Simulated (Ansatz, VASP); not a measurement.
# Two plane-wave programs on AlGaN2

```
CELL_PARAMETERS angstrom
3.14088 0.00000 0.00000
0.00000 3.14088 0.00000
0.00000 0.00000 4.42384
ATOMIC_POSITIONS crystal
Al 0.50000 0.50000 0.50000
Ga 0.00000 0.00000 0.00000
N 0.50000 0.00000 0.73826
N 0.00000 0.50000 0.26174
```

The cell comes from a database or a generator and needn't be the stable form of this composition.

Alike in both runs: task single point; functional LDA; k mesh 6 × 6 × 4; occupations gaussian, width 0.1 eV; no spin polarisation.

```csv
,VASP,Ansatz
version,VASP 6.6.1,Ansatz 0.2.0
potentials or method,"VASP PAW LDA potentials, release 64 (Al, Ga_d, N)","scalar-relativistic, plane waves, PAW"
plane-wave cutoff (eV),520,420
valence electrons in the cell,26,26
```

|  | VASP | Ansatz | Ansatz less VASP |
| --- | --- | --- | --- |
| gap on the k mesh at the Fermi level (eV) | 2.87 | 2.86 | -0.012 |
| least direct gap on the mesh (eV) | 2.87 | 2.86 | -0.012 |
| pressure (GPa) | -4.2 | -5.0 | -0.80 |
| largest component of the traceless stress (GPa) | 0.15 | 0.16 | +0.012 |
| rms of the force components (eV/Å) | 0.068 | 0.080 | +0.0115 |

Atom by atom the forces differ by 0.011 eV/Å (rms over components).

A k mesh can miss the band edges. A hybrid or GW would open this gap; LDA tends to underestimate it.
